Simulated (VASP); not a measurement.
**P under changes of volume**

One of the cells (16.467 Å³/atom); the others are scaled copies at fixed shape and fractional positions:

```xyz
2
Lattice="1.7372 1.0029 3.1504 -1.7372 1.0029 3.1504 0.0000 -2.0059 3.1504" Properties=species:S:1:pos:R:3 pbc="T T T"
P     0.0000    0.0000    7.3050
P     0.0000    0.0000    2.1462
```

This isn't the form of P at room conditions, which is orthorhombic.

```yaml
Program: VASP 6.6.1
Functional: PBE
Potentials_or_basis: VASP PAW PBE potentials, release 64 (P)
Cutoff: 520 eV
k_mesh: 9 × 9 × 9
Occupations: fermi-dirac, width 0.05 eV
Spin: no spin polarisation
```

```csv
volume (Å³/atom),energy over the lowest point (meV/atom),pressure (GPa),largest force (eV/Å)
15.175,28.36,7.8,0.591
15.498,15.02,5.4,0.439
15.821,?,?,?
16.467,0.00,-0.2,0.053
16.789,1.93,-1.8,0.083
17.112,7.00,-3.3,0.206
```

Question: What does the run at 15.821 Å³/atom give?

Answer: Energy over the lowest point 6.22 meV/atom; pressure 3.3 GPa; largest force 0.313 eV/Å.

Worked out: A Birch-Murnaghan fit of order 3 (a polynomial in V^(-2/3)) to the other rows has its minimum at 16.42 Å³/atom with B0 = V·E''(V) = 84 GPa and B' = 3.9 at fixed shape and positions, which overstates the stiffness. It gives 6.13 meV/atom at 15.821 Å³/atom, against the run's 6.22, and -dE/dV = 3.4 GPa, against 3.3.

Energies are extrapolated to zero smearing.
